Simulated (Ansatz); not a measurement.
## VH$_{2}$ under strain

Method: DFT PBEsol, scalar-relativistic, plane waves, PAW in Ansatz. Settings: 420 eV cutoff, 12×12×8 k-mesh, Gaussian smearing of 0.10 eV, no spin polarisation.

The relaxed crystal:

```yaml
crystal:
  lattice:
    - [2.08209, 2.08209, 0.00000]
    - [-2.08209, 2.08209, 0.00000]
    - [0.00000, 0.00000, 4.16418]
  atoms:
    - { symbol: V, position: [0.00000, 0.00000, 0.00000] }
    - { symbol: V, position: [0.50000, 0.50000, 0.50000] }
    - { symbol: H, position: [0.00000, 0.50000, 0.75000] }
    - { symbol: H, position: [0.50000, 0.00000, 0.75000] }
    - { symbol: H, position: [0.50000, 0.00000, 0.25000] }
    - { symbol: H, position: [0.00000, 0.50000, 0.25000] }
```

Deformation: uniaxial strain along c, with the lengths of a and b and the atoms relaxed and the angles held, all within the symmetry that the strain leaves. Energies are extrapolated to zero smearing.

| strain (%) | ΔE (meV/atom) | a (Å) | b (Å) | c (Å) |
| --- | --- | --- | --- | --- |
| -3.0 | 4.1 | 2.972 | 2.972 | 4.039 |
| -2.0 | 1.8 | 2.963 | 2.963 | 4.081 |
| -1.0 | 0.5 | 2.953 | 2.953 | 4.123 |
| +0.0 | 0.0 | 2.945 | 2.945 | 4.164 |
| +1.0 | 0.5 | 2.936 | 2.936 | 4.206 |
| +2.0 | 1.8 | 2.928 | 2.928 | 4.247 |
| +3.0 | 4.0 | 2.920 | 2.920 | 4.289 |

What stiffness (1/V) d²E/dε² at zero strain does a cubic fit over all points give?

A cubic fit gives (1/V) d²E/dε² = 239 GPa at zero strain (Young's modulus along this axis, angles held).

How does the free axis a answer a small strain?

Between the innermost points its strain is -0.29 times the applied one.